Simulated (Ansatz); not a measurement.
In doubt: masses and optical values from hybrid runs of this build are listed as unsure (in some of the runs), which bears on the screening that GW takes from such a start.

Two G0W0 runs on SnO2 (1T monolayer).

The cell holds 3 atoms: 1 Sn and 2 O. Its edges and angles: a = 3.191 Å, b = 3.191 Å, c = 27.200 Å, α = 90.0°, β = 90.0°, γ = 120.0°. Vacuum lies along c.

```xyz
3
Lattice="3.1913 0.0000 0.0000 -1.5957 2.7638 0.0000 0.0000 0.0000 27.2000" Properties=species:S:1:pos:R:3
Sn    0.0000    0.0000   13.6000
O     0.0000    1.8425   14.6054
O     1.5957    0.9213   12.5946
```

The structure was relaxed with PBEsol. The runs that relaxed it are not among those shown.

The first (Ansatz 0.2.0; start HSE06, 6×6×1 mesh, 216 empty bands, screening to 54 eV, PAW set soft_1 files; 4 threads of Arm Neoverse V1, shared host) gave, on its mesh: starting gap 4.44 eV, G0W0 gap 6.09 eV, mean of 1 + 4πα/V (set by the cell height) 1.32, 2.8 min.

Question: The second changes start from HSE06 to PBEsol and mesh from 6×6×1 to 9×9×1. What does it give?

It gave: starting gap 2.80 eV, G0W0 gap 5.22 eV, mean of 1 + 4πα/V (set by the cell height) 1.42, 1.8 min. The G0W0 gap moves by −0.88 eV, −1.64 eV from the start and +0.77 eV from the correction. Σc changes by +0.59 eV at the valence top and +0.12 eV at the conduction bottom, and Σx − Vxc between them by +1.24 eV.

Limits: not at the basis limit; coarse mesh for a sheet; no spin-orbit coupling.

[Paths, hosts, dates, memory and timing lines, banners, echoed tables and standing remarks are left out of the program output.]

[Logs are printed without paths, hosts, clocks, repeated set-up lines and the standing remarks that a program may print on its own settings, such as how far it seeks lower states.]

[Runs of the session that timed out or met a known fault of the program may be left out.]

[Cells called generated may have been cut or substituted from an entry of the Crystallography Open Database or the Materials Project.]

[Hosts, paths, dates, database ids (printed as entryN), source tags and the programs' standing remarks are cut or masked in the printed files.]
